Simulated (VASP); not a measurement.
# A VASP 6.6.1 single-point calculation on BaS

INCAR

```
LASPH = .TRUE.
LREAL = .FALSE.
NSW = 0
ISIF = 2
IBRION = -1
NELM = 120
LWAVE = .FALSE.
ISMEAR = -1
PREC = Accurate
ISYM = 0
NBANDS = 20
LCHARG = .FALSE.
ENCUT = 520
SIGMA = 0.02
EDIFF = 1E-7
GGA = PE
```

KPOINTS

```
KPOINTS created by Atomic Simulation Environment
0
Gamma
4 4 4
0 0 0
```

POSCAR

```
Ba S
 1.0000000000000000
    -0.3439649086000000    3.3739416861999998    3.3739416861999998
     3.3739416861999998   -0.3439649086000000    3.3739416861999998
     3.3739416861999998    3.3739416861999998   -0.3439649086000000
 Ba  S
   1   1
Cartesian
 -0.0753922433324558 -0.0753922433324558 -0.0753922433324558
  1.6763718592824557  1.6763718592824557  1.6763718592824555
```

The recommended PBE PAW datasets give the neutral cell 16 valence electrons.

Command

```
mpirun -np 1 vasp_std
```

OSZICAR

```
N       E                     dE             d eps       ncg     rms          rms(c)
DAV:   1     0.804896586081E+02    0.80490E+02   -0.61479E+03  1440   0.666E+02
DAV:   2    -0.461458283103E+01   -0.85104E+02   -0.77185E+02  1912   0.136E+02
DAV:   3    -0.105155210910E+02   -0.59009E+01   -0.58502E+01  1856   0.347E+01
DAV:   4    -0.106687050607E+02   -0.15318E+00   -0.15308E+00  2040   0.534E+00
DAV:   5    -0.106702300487E+02   -0.15250E-02   -0.15249E-02  1812   0.472E-01    0.492E+00
DAV:   6    -0.969582476156E+01    0.97441E+00   -0.78242E-01  1592   0.474E+00    0.331E+00
DAV:   7    -0.965919281209E+01    0.36632E-01   -0.30447E-01  1864   0.230E+00    0.233E+00
DAV:   8    -0.967671685690E+01   -0.17524E-01   -0.40875E-02  1824   0.113E+00    0.305E-01
DAV:   9    -0.967978263536E+01   -0.30658E-02   -0.10313E-02  1596   0.568E-01    0.369E-01
DAV:  10    -0.968381132892E+01   -0.40287E-02   -0.26651E-03  1648   0.234E-01    0.725E-02
DAV:  11    -0.968412986954E+01   -0.31854E-03   -0.86492E-04  1684   0.131E-01    0.465E-02
DAV:  12    -0.968421224858E+01   -0.82379E-04   -0.19177E-04  1648   0.582E-02    0.329E-02
DAV:  13    -0.968420677160E+01    0.54770E-05   -0.12866E-05  1988   0.178E-02    0.168E-02
DAV:  14    -0.968420771275E+01   -0.94115E-06   -0.17577E-06  1620   0.627E-03    0.515E-03
DAV:  15    -0.968420793372E+01   -0.22097E-06   -0.43544E-07  1680   0.327E-03    0.104E-03
DAV:  16    -0.968420797240E+01   -0.38689E-07   -0.57737E-08  1552   0.120E-03
   1 F= -.96842080E+01 E0= -.96842080E+01  d E =-.372642E-11
```

From OUTCAR

```
k-points           NKPTS =     36   k-points in BZ     NKDIM =     36   number of bands    NBANDS=     20

   NELECT =      16.0000    total number of electrons

   dimension x,y,z NGX =    36 NGY =   36 NGZ =   36
   dimension x,y,z NGXF=    72 NGYF=   72 NGZF=   72

  energy-cutoff  :      520.00
  volume of cell :       88.52
      direct lattice vectors                 reciprocal lattice vectors
    -0.343964909  3.373941686  3.373941686    -0.127260912  0.141707652  0.141707652
     3.373941686 -0.343964909  3.373941686     0.141707652 -0.127260912  0.141707652
     3.373941686  3.373941686 -0.343964909     0.141707652  0.141707652 -0.127260912

 k-points in reciprocal lattice and weights: KPOINTS created by Atomic Simulation Env
   0.00000000  0.00000000  0.00000000       0.016
   0.25000000 -0.00000000 -0.00000000       0.031
  -0.00000000  0.25000000 -0.00000000       0.031
  -0.00000000 -0.00000000  0.25000000       0.031
   0.50000000 -0.00000000 -0.00000000       0.016
  -0.00000000  0.50000000 -0.00000000       0.016
  -0.00000000 -0.00000000  0.50000000       0.016
   0.25000000  0.25000000 -0.00000000       0.031
   ...

 E-fermi :   0.2863

 k-point     1 :       0.0000    0.0000    0.0000
  band No.  band energies     occupation
      1     -26.4542      2.00000
      2     -11.6485      2.00000
      3     -11.6111      2.00000
      4     -11.6111      2.00000
      5     -10.0398      2.00000
      6      -0.8860      2.00000
      7      -0.8860      2.00000
      8      -0.5525      2.00000
      9       2.4685      0.00000
     10       4.7120      0.00000
     11       4.7120      0.00000
     12       6.2791      0.00000
     13       6.8231      0.00000
     14       6.8231      0.00000
     15       8.6368      0.00000
     16       8.6368      0.00000
     17      10.4931      0.00000
     18      11.9212      0.00000
     19      12.1424      0.00000
     20      12.1424      0.00000

 k-point     2 :       0.2500   -0.0000   -0.0000
  band No.  band energies     occupation
      1     -26.4482      2.00000
      2     -11.9378      2.00000
      3     -11.6314      2.00000
      4     -11.6197      2.00000
      5      -9.7285      2.00000
      6      -0.9883      2.00000
      7      -0.7037      2.00000
      8      -0.5166      2.00000
      9       3.4982      0.00000
     10       4.2539      0.00000
     11       4.7742      0.00000
     12       5.9517      0.00000
     13       6.4768      0.00000
     14       6.7204      0.00000
     15       7.5779      0.00000
     16       9.6756      0.00000
     17      10.5906      0.00000
     18      11.7900      0.00000
     19      12.0312      0.00000
     20      12.6973      0.00000

 k-point     3 :      -0.0000    0.2500   -0.0000
  band No.  band energies     occupation
      1     -26.4482      2.00000
      2     -11.9378      2.00000
      3     -11.6314      2.00000
      4     -11.6197      2.00000
      5      -9.7285      2.00000
      6      -0.9883      2.00000
      7      -0.7037      2.00000
      8      -0.5166      2.00000
      9       3.4982      0.00000
     10       4.2539      0.00000
     11       4.7742      0.00000
     12       5.9517      0.00000
     13       6.4768      0.00000
     14       6.7204      0.00000
     15       7.5779      0.00000
     16       9.6756      0.00000
     17      10.5906      0.00000
     18      11.7900      0.00000
     19      12.0312      0.00000
     20      12.6973      0.00000

 ...

  Total       -0.3549860     -0.3549861     -0.3549864      0.3027895      0.3027890      0.3027891
  in kB       -6.4250878     -6.4250895     -6.4250952      5.4803541      5.4803454      5.4803469
  external PRESSURE =      -6.4250908 kB  Pullay stress =       0.0000000 kB

 POSITION                                       TOTAL-FORCE (eV/Angst)
 -----------------------------------------------------------------------------------
      6.32853      6.32853      6.32853         0.004988      0.004988      0.004989
      1.67637      1.67637      1.67637        -0.004988     -0.004988     -0.004989
 -----------------------------------------------------------------------------------
    total drift:                                0.000010      0.000009      0.000009

  FREE ENERGIE OF THE ION-ELECTRON SYSTEM (eV)
  ---------------------------------------------------
  free  energy   TOTEN  =        -9.6842079724 eV

  energy  without entropy=       -9.6842079724  energy(sigma->0) =       -9.68420797
```

It converged. Results: gap between bands v and c on the k mesh 2.66 eV; least direct gap on the k mesh 3.02 eV; pressure -0.6 GPa. Band v is the last that the valence electrons fill when counted band by band, and c is the next.

For comparison, a separate PBE run of the intended cell, on usual settings and not on those above, gives a gap of 2.67 eV on its mesh and a pressure of -0.6 GPa.

The run above took about 56 s on one core of a shared host (Intel Xeon Platinum 8488C) and held 0.23 GiB at most.
